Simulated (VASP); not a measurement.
# PbSe (Clausthalite) (Fm-3m) in VASP: single point with HSE06

Aim: the single point of PbSe (Clausthalite) with HSE06.

All numbers are computed with VASP 6.6.1; they aren't measurements. Logs are shortened: lines on timing, memory, paths and dates and some standing lists are left out, and cuts for length are marked.

## (1) Starting point

The structure is cubic, space group Fm-3m (No. 225). Conventional cell: a = 6.121 Å, b = 6.121 Å, c = 6.121 Å, α = 90.00°, β = 90.00°, γ = 90.00°. Pb (site symmetry m-3m) is surrounded by 6 Se at 3.06 Å. Se (site symmetry m-3m) has 6 Pb at 3.06 Å as nearest neighbours.

## (2) Single point, HSE06, spin-orbit coupling, no magnetisation

Contents of POSCAR:

```
PbSe
1.0
    0.0000000000      3.0606500000      3.0606500000
    3.0606500000      0.0000000000      3.0606500000
    3.0606500000      3.0606500000      0.0000000000
Pb Se
1 1
Direct
    0.0000000000      0.0000000000      0.0000000000
    0.5000000000      0.5000000000      0.5000000000
```

Contents of INCAR.step1:

```
PREC = Accurate
ENCUT = 520
EDIFF = 1E-5
ISMEAR = 0
SIGMA = 0.02
LREAL = False
LASPH = True
NELM = 60
ALGO = Normal
ISIF = 2
LWAVE = True
LCHARG = False
LNONCOLLINEAR = True
MAGMOM = 0 0 0 0 0 0
LORBIT = 11
LSORBIT = True
GGA_COMPAT = False
NBANDS = 32
GGA = PE
KPAR = 4
```

Contents of INCAR.step2:

```
PREC = Accurate
ENCUT = 520
EDIFF = 1E-7
ISMEAR = 0
SIGMA = 0.02
LREAL = False
LASPH = True
NELM = 60
ALGO = Normal
ISIF = 2
LWAVE = False
LCHARG = False
LNONCOLLINEAR = True
MAGMOM = 0 0 0 0 0 0
LORBIT = 11
LSORBIT = True
GGA_COMPAT = False
GGA = PE
LHFCALC = True
HFSCREEN = 0.2
PRECFOCK = Fast
NBANDS = 32
ISTART = 1
KPAR = 4
```

Contents of KPOINTS:

```
regular mesh
0
Gamma
  6 6 6
```

Potentials or basis: VASP PAW PBE potentials, release 64 (Pb_d, Se).

Command:

```
$ cat potpaw_PBE.64/Pb_d/POTCAR potpaw_PBE.64/Se/POTCAR > POTCAR
$ cp INCAR.step1 INCAR
$ mpirun -np 4 vasp_ncl > vasp.out
$ cp INCAR.step2 INCAR
$ mpirun -np 4 vasp_ncl > vasp.out
```

OUTCAR:

```text
PREC = Accurate
   ENCUT = 520
   EDIFF = 1E-7
   ISMEAR = 0
   LREAL = False
   LASPH = True
   NELM = 60
   ISIF = 2
   LNONCOLLINEAR = True
   LORBIT = 11
   LSORBIT = True
   GGA = PE
   LHFCALC = True
   HFSCREEN = 0.2
   PRECFOCK = Fast
   ISTART = 1

 ion  position               nearest neighbor table
   1  0.000  0.000  0.000-   2 3.06   2 3.06   2 3.06   2 3.06   2 3.06   2 3.06
   2  0.500  0.500  0.500-   1 3.06   1 3.06   1 3.06   1 3.06   1 3.06   1 3.06

  LATTYP: Found a face centered cubic cell.
 ALAT       =     6.1213000000

  Lattice vectors:

 A1 = (   0.0000000000,   3.0606500000,   3.0606500000)
 A2 = (   3.0606500000,   0.0000000000,   3.0606500000)
 A3 = (   3.0606500000,   3.0606500000,   0.0000000000)

Analysis of symmetry for initial positions (statically):
=====================================================================
 Subroutine PRICEL returns:
 Original cell was already a primitive cell.

 Routine SETGRP: Setting up the symmetry group for a
 face centered cubic supercell.

 Subroutine GETGRP returns: Found 48 space group operations
 (whereof 48 operations were pure point group operations)
 out of a pool of 48 trial point group operations.

The static configuration has the point symmetry O_h .

Analysis of symmetry for dynamics (positions and initial velocities):
=====================================================================
 Subroutine PRICEL returns:
 Original cell was already a primitive cell.

 Routine SETGRP: Setting up the symmetry group for a
 face centered cubic supercell.

 Subroutine GETGRP returns: Found 48 space group operations
 (whereof 48 operations were pure point group operations)
 out of a pool of 48 trial point group operations.

The dynamic configuration has the point symmetry O_h .

Analysis of structural, dynamic, and magnetic symmetry:
=====================================================================
 Subroutine PRICEL returns:
 Original cell was already a primitive cell.

 Routine SETGRP: Setting up the symmetry group for a
 face centered cubic supercell.

 Subroutine GETGRP returns: Found 48 space group operations
 (whereof 48 operations were pure point group operations)
 out of a pool of 48 trial point group operations.

The overall configuration has the point symmetry O_h .

 Subroutine INISYM returns: Found 48 space group operations
 (whereof 48 operations are pure point group operations),
 and found     1 'primitive' translations

----------------------------------------------------------------------------------------

                                     Primitive cell

  volume of cell :      57.3418

  direct lattice vectors                    reciprocal lattice vectors
     0.000000000  3.060650000  3.060650000    -0.163363991  0.163363991  0.163363991
     3.060650000  0.000000000  3.060650000     0.163363991 -0.163363991  0.163363991
     3.060650000  3.060650000  0.000000000     0.163363991  0.163363991 -0.163363991

  length of vectors
     4.328412740  4.328412740  4.328412740     0.282954733  0.282954733  0.282954733

  position of ions in fractional coordinates (direct lattice)
     0.000000000  0.000000000  0.000000000
     0.500000000  0.500000000  0.500000000

  ion indices of the primitive-cell ions
   primitive index   ion index
                 1           1
                 2           2

[... 78 lines left out ...]
   EFERMI_NEDOS =   21; number of points for ismear=-14 and -15
   IALGO  =     38    algorithm
   IMIX   =      1    mixing-type and parameters
     AMIX     =   0.40;   BMIX     =  1.00
     AMIX_MAG =   1.60;   BMIX_MAG =  1.00
  volume/ion in A,a.u.               =      28.67       193.48
  Fermi-wavevector in a.u.,A,eV,Ry     =   1.152377  2.177676 18.068159  1.327972
  Thomas-Fermi vector in A             =   2.289028
   LORBIT       =     11    0 simple, 1 ext, 2 COOP (PROOUT), +10 PAW based schemes
   GGA     = PE    functional components
   LHFCALC =     T    Hartree Fock is set to
   PRECFOCK=fast      Normal, Fast or Accurate (Low or Medium for compatibility)
   ENCUT4O =  -1.0   cutoff for four orbital integrals eV
   NKREDX  =     1    reduce k-point grid by
   NKREDY  =     1    reduce k-point grid by
   NKREDZ  =     1    reduce k-point grid by
   AEXX    =    0.2500 exact exchange contribution
   HFSCREEN=    0.2000 screening length (either q_TF or 0.3 A-1)
   HFSCREENC=   0.2000 screening length for correlation (either q_TF or 0.3 A-1)
   ENCUTFOCK=  -1.0 apply spherical cutoff to Coloumb kernel
   IVDW    =     0    specifies the selected vdW correction
   LEPSILON=     F    determine dielectric tensor
   LRPA    =     F    only Hartree local field effects (RPA)
 Gauss-broadening in eV      SIGMA  =   0.02
  energy-cutoff  :      520.00
  volume of cell :       57.34
 maximum number of plane-waves:      3144
  NGX = 18; NGY = 18; NGZ = 18

 number of electron      20.0000000 magnetization      -0.0000000     -0.0000000     -0.0000000

 number of electron      20.0000000 magnetization       0.0000000      0.0000000      0.0000000

 Free energy of the ion-electron system (eV)
  ---------------------------------------------------
  ext. energy  EPLUGINS =         0.00000000
  ---------------------------------------------------
  free energy    TOTEN  =       -10.14416108 eV

  energy without entropy =      -10.14416108  energy(sigma->0) =      -10.14416108

 E-fermi :   4.9782     XC(G=0):  -7.9150

 val. band max:        4.7959442604   @ k =   0.5000   0.0000   0.0000
 cond. band min:       5.0866730665   @ k =   0.5000   0.0000   0.0000
 fundamental gap:      0.2907288061
 Fermi energy:         4.9781869242

 k-point     1 :       0.0000    0.0000    0.0000
  band No.  band energies     occupation
      1     -15.4119      1.00000
      2     -15.4119      1.00000
      3     -15.4119      1.00000
      4     -15.4119      1.00000
      5     -12.7343      1.00000
      6     -12.7343      1.00000
[... 549 lines left out ...]
     31      17.4081      0.00000
     32      17.4081      0.00000

------------------------ aborting loop because EDIFF is reached ----------------------------------------

  FORCE on cell =-STRESS in cart. coord.  units (eV):
  Direction    XX          YY          ZZ          XY          YZ          ZX
  --------------------------------------------------------------------------------------
  -------------------------------------------------------------------------------------
  Total        0.3471723      0.3471723      0.3471723      0.0000000     -0.0000000      0.0000000
  in kB        9.7002871      9.7002871      9.7002871      0.0000000     -0.0000000      0.0000000
  external PRESSURE =       9.7002871 kB  Pullay stress =       0.0000000 kB

 VOLUME and BASIS-vectors are now :
 -----------------------------------------------------------------------------
  energy-cutoff  :      520.00
  volume of cell :       57.34
      direct lattice vectors                 reciprocal lattice vectors
     0.000000000  3.060650000  3.060650000    -0.163363991  0.163363991  0.163363991
     3.060650000  0.000000000  3.060650000     0.163363991 -0.163363991  0.163363991
     3.060650000  3.060650000  0.000000000     0.163363991  0.163363991 -0.163363991

 POSITION                                       TOTAL-FORCE (eV/Angst)
 -----------------------------------------------------------------------------------
      0.00000      0.00000      0.00000        -0.000000      0.000000     -0.000000
      3.06065      3.06065      3.06065         0.000000     -0.000000      0.000000
 -----------------------------------------------------------------------------------
    total drift:                               -0.000003     -0.000004     -0.000002

  FREE ENERGIE OF THE ION-ELECTRON SYSTEM (eV)
  ---------------------------------------------------
  free  energy   TOTEN  =       -10.1441610777 eV

  energy  without entropy=      -10.1441610777  energy(sigma->0) =      -10.14416108

 Spin-Orbit-Coupling matrix elements

 Ion:    1  E_soc:     -0.7431536
 l=   1
     0.0000000    -0.0589329    -0.0589329
    -0.0589329     0.0000000    -0.0589329
    -0.0589329    -0.0589329     0.0000000
 l=   2
     0.0000000    -0.0130271     0.0000000    -0.0130272    -0.0518989
    -0.0130271     0.0000000    -0.0389242    -0.0130272    -0.0129747
     0.0000000    -0.0389242     0.0000000    -0.0389242     0.0000000
    -0.0130272    -0.0130272    -0.0389242     0.0000000    -0.0129747
    -0.0518989    -0.0129747     0.0000000    -0.0129747     0.0000000
 l=   3
     0.0000000     0.0000000     0.0000000     0.0000000     0.0000000     0.0000000     0.0000000
     0.0000000     0.0000000     0.0000000     0.0000000     0.0000000     0.0000000     0.0000000
     0.0000000     0.0000000     0.0000000     0.0000000     0.0000000     0.0000000     0.0000000
     0.0000000     0.0000000     0.0000000     0.0000000     0.0000000     0.0000000     0.0000000
     0.0000000     0.0000000     0.0000000     0.0000000     0.0000000     0.0000000     0.0000000
     0.0000000     0.0000000     0.0000000     0.0000000     0.0000000     0.0000000     0.0000000
     0.0000000     0.0000000     0.0000000     0.0000000     0.0000000     0.0000000     0.0000000

 Ion:    2  E_soc:     -0.0455734
 l=   1
     0.0000000    -0.0076066    -0.0076066
    -0.0076066     0.0000000    -0.0076066
    -0.0076066    -0.0076066     0.0000000
 l=   2
     0.0000000    -0.0000013     0.0000000    -0.0000013     0.0000124
    -0.0000013     0.0000000     0.0000093    -0.0000013     0.0000031
     0.0000000     0.0000093     0.0000000     0.0000093     0.0000000
    -0.0000013    -0.0000013     0.0000093     0.0000000     0.0000031
     0.0000124     0.0000031     0.0000000     0.0000031     0.0000000
 l=   3
     0.0000000     0.0000000     0.0000000     0.0000000     0.0000000     0.0000000     0.0000000
     0.0000000     0.0000000     0.0000000     0.0000000     0.0000000     0.0000000     0.0000000
     0.0000000     0.0000000     0.0000000     0.0000000     0.0000000     0.0000000     0.0000000
     0.0000000     0.0000000     0.0000000     0.0000000     0.0000000     0.0000000     0.0000000
     0.0000000     0.0000000     0.0000000     0.0000000     0.0000000     0.0000000     0.0000000
     0.0000000     0.0000000     0.0000000     0.0000000     0.0000000     0.0000000     0.0000000
     0.0000000     0.0000000     0.0000000     0.0000000     0.0000000     0.0000000     0.0000000

 total charge

# of ion       s       p       d       tot
------------------------------------------
    1        1.505   0.515   9.847  11.868
    2        1.478   2.377   0.017   3.871
--------------------------------------------------
tot          2.983   2.892   9.864  15.739

 magnetization (x)

# of ion       s       p       d       tot
------------------------------------------
    1       -0.000   0.000   0.000  -0.000
    2        0.000   0.000   0.000   0.000
--------------------------------------------------
tot         -0.000   0.000   0.000  -0.000

 magnetization (y)

# of ion       s       p       d       tot
------------------------------------------
    1        0.000   0.000   0.000   0.000
    2        0.000   0.000   0.000   0.000
--------------------------------------------------
tot          0.000   0.000   0.000   0.000

 magnetization (z)

# of ion       s       p       d       tot
------------------------------------------
    1       -0.000   0.000   0.000   0.000
    2        0.000   0.000  -0.000   0.000
--------------------------------------------------
tot         -0.000   0.000   0.000   0.000
```

It took 37 min on 4 MPI ranks of Intel Xeon Platinum 8488C (Sapphire Rapids), shared host; peak memory 0.45 GiB.

Results:

- Free energy: -10.1442 eV
- Pressure: 1.0 GPa
- Valence electrons inside the program's atomic spheres: Pb 11.87; Se 3.87

Caveat: the PAW data sets were made with another functional, which shifts forces and pressure a little.
